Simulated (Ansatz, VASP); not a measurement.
Two plane-wave programs on Si

```
Si
1.0
     0.00000    2.71547    2.71547
     2.71547    0.00000    2.71547
     2.71547    2.71547    0.00000
Si
2
Direct
  0.50000 0.50000 0.50000
  0.75000 0.75000 0.75000
```

Alike in both runs: task single point; functional LDA; k mesh 10 × 10 × 10; occupations gaussian, width 0.05 eV; no spin polarisation.

|  | VASP | Ansatz |
| --- | --- | --- |
| version | VASP 6.6.1 | Ansatz 0.2.0 |
| potentials or method | VASP PAW LDA potentials, release 64 (Si) | scalar-relativistic, plane waves, PAW |
| plane-wave cutoff (eV) | 520 | 420 |
| valence electrons in the cell | 8 | 8 |

VASP gave:

* gap on the k mesh at the Fermi level (eV): 0.48
* least direct gap on the mesh (eV): 2.52
* pressure (GPa): -1.5

Task: Estimate Ansatz's values.

Result: gap on the k mesh at the Fermi level (eV): 0.48; least direct gap on the mesh (eV): 2.53; pressure (GPa): -1.5.

A k mesh can miss the band edges. A hybrid or GW would open this gap; LDA tends to underestimate it.
